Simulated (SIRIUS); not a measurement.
Runs of SIRIUS 7.12.0 on SnO. The structure is tetragonal, space group P4/nmm (No. 129). The conventional cell has a = 3.814 Å, b = 3.814 Å, c = 4.887 Å, α = 90.00°, β = 90.00°, γ = 90.00°. Around Sn (site symmetry 4mm) lie 4 O at 2.23 Å. O (site symmetry -4m2) is surrounded by 4 Sn at 2.23 Å. The cell is a database's computed one.

```csv
task,level,potentials or basis,cutoff (eV),muffin tin radii,basis cutoff (gk_cutoff),valence relativity,smallest sphere radius times basis cutoff,reference energy of the basis,gap on the mesh (eV),largest force (eV/Å)
single point,PBE,"all-electron FP-LAPW, apw+lo standard",290,"O 1.56, Sn 2.49 bohr",4.62 1/bohr,iora,7.21,0.22 Ha,0.38,0.31
band structure,PBE,"all-electron FP-LAPW (ZORA valence), apw+lo standard",279,"O 1.59, Sn 2.54 bohr",4.53 1/bohr,zora,7.2,0.21 Ha,0.38,0.31
band structure,PBE,"all-electron FP-LAPW (Koelling-Harmon valence), apw+lo standard",279,"O 1.59, Sn 2.54 bohr",4.53 1/bohr,koelling_harmon,7.2,0.21 Ha,0.38,0.31
single point,WC,"all-electron FP-LAPW (ZORA valence), apw+lo standard",279,"O 1.59, Sn 2.54 bohr",4.53 1/bohr,zora,7.2,0.21 Ha,0.37,(a)
band structure,PBE,"all-electron FP-LAPW (no relativity for the valence, core without relativity), apw+lo standard",279,"O 1.59, Sn 2.54 bohr",4.53 1/bohr,none,7.2,0.24 Ha,-,0.53
```

Alike in all rows: no spin polarisation; cell as given; k mesh 7 × 7 × 6; smearing fermi-dirac 0.05 eV.

Fill in the values left out.

(a) 0.06.

Caveats: spin-orbit coupling is left out, which moves the levels of the heavy elements (some runs); an odd mesh through Γ misses points on the zone boundary, where band edges often lie (some runs); the mesh misses the band edges, which the band path finds closer together (some runs); relativity is left out for the valence states, which matters for the heavier elements (some runs); relativity is left out for the core states (some runs).

A k mesh can miss the band edges, and the runs leave out spin-orbit coupling on Sn.

A gap of «none» marks a metal or a gap under the smearing width.

Not every run made on this cell is shown here.
